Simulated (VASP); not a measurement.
Nb: band structure with PBEsol+D3(BJ)

Crystal: Nb.

```xyz
1
Lattice="-1.6640 1.6640 1.6640 1.6640 -1.6640 1.6640 1.6640 1.6640 -1.6640" Properties=species:S:1:pos:R:3 pbc="T T T"
Nb    0.0000    0.0000    0.0000
```

```json
{
 "Program": "VASP 6.6.1",
 "Task": "band structure",
 "Functional": "PBEsol",
 "Dispersion": "D3(BJ)",
 "Potentials or basis": "VASP PAW PBE potentials, release 64 (Nb_sv)",
 "Cutoff": "520 eV",
 "k mesh": "8 × 8 × 8",
 "Occupations": "gaussian, width 0.01 eV",
 "Spin": "non-collinear spin, ferromagnetic start",
 "Starting moments": "[[0.289, 0.289, 0.289]] μB",
 "Further INCAR settings": "ALGO = Fast; EDIFF = 1.00e-06; NBANDS = 24; ISYM = 0"
}
```

- Band gap along the path: none (metal or under the smearing width)
- Net moment: 0.03 μB per cell
- Dispersion energy per atom: -0.735 eV

Levels at the corners of the path, in eV from the Fermi level:
```
point  band 8  band 9  band 10  band 11  band 12  band 13  band 14  band 15  band 16  band 17
    Γ  -29.50   -5.75    -5.74     0.52     0.52     0.52     0.55     0.55     0.55     3.37
    H  -30.37   -3.43    -3.43    -3.42    -3.42     5.63     5.63     5.63     5.65     5.65
    N  -29.51   -3.48    -3.46    -1.44    -1.42     2.35     2.36     3.38     3.40     4.05
    Γ  -29.50   -5.75    -5.74     0.52     0.52     0.52     0.55     0.55     0.55     3.37
    P  -30.15   -0.92    -0.92    -0.92    -0.90    -0.90    -0.90     4.18     4.18     4.19
    H  -30.37   -3.43    -3.43    -3.42    -3.42     5.63     5.63     5.63     5.65     5.65
    P  -30.15   -0.92    -0.92    -0.92    -0.90    -0.90    -0.90     4.18     4.18     4.19
    N  -29.51   -3.48    -3.46    -1.44    -1.42     2.35     2.36     3.38     3.40     4.05
```

Moments on the atoms (μB; x, y, z):
```
Nb  -0.06 -0.06 -0.06
```

It took 3.6 min on 1 thread of Intel(R) Xeon(R) Platinum 8488C (Sapphire Rapids), with other jobs on the host, peak memory 0.21 GiB.

Caveat: the log is that of the step along the path at fixed density, whose energy, stress, charges and moments have no meaning.
